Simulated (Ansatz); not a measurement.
`C=C[CH2][GeH2][F]` + `BO[SiH2]C` → `BO[SiH2][GeH2][F]` + `C=CCC`  (formal exchange of groups at a Ge–C bond)

Isolated molecules relaxed with PBE0-D4/def2-TZVP in Ansatz; ΔE leaves out vibrations. CBS: MP2 limit from def2 TZ/QZ plus the TZ coupled-cluster correction, frozen cores. Functionals use def2-TZVPP. B3LYP here is the variant with VWN-RPA as its local correlation; programs differ in this. For Ge outer-core shells are correlated without core-valence functions, which leaves a few kJ/mol of doubt a bond. Scalar relativity is left out up to krypton. One conformer a species, not always the lowest.

```tsv
level	ΔE (kJ/mol)	difference from CCSD(T)/CBS
r2SCAN-D4	41.7	-2.4
B3LYP-D4	36.8	-7.3
ωB97X-V	39.0	-5.1
ωB97M-V	44.0	-0.1
PBE	31.9	-12.2
PBE0	34.9	-9.2
B3LYP	35.5	-8.6
CCSD(T)/def2-TZVPP	43.4	-0.7
HF/def2-QZVPP	38.0	-6.1
SCS-MP2/def2-QZVPP	47.1	3.0
CCSD(T)/CBS	44.1	0
```

Largest T1 diagnostic among the species: 0.013.

In def2-TZVPP, CCSD(T) changes the Hartree–Fock value by +5.3 kJ/mol (the triples alone add +0.9 kJ/mol) and MP2 by +12.8 kJ/mol.

CCSD(T)/CBS has its own doubt, a few kJ/mol and more with outer-core shells, so smaller differences from it don't rank the levels.
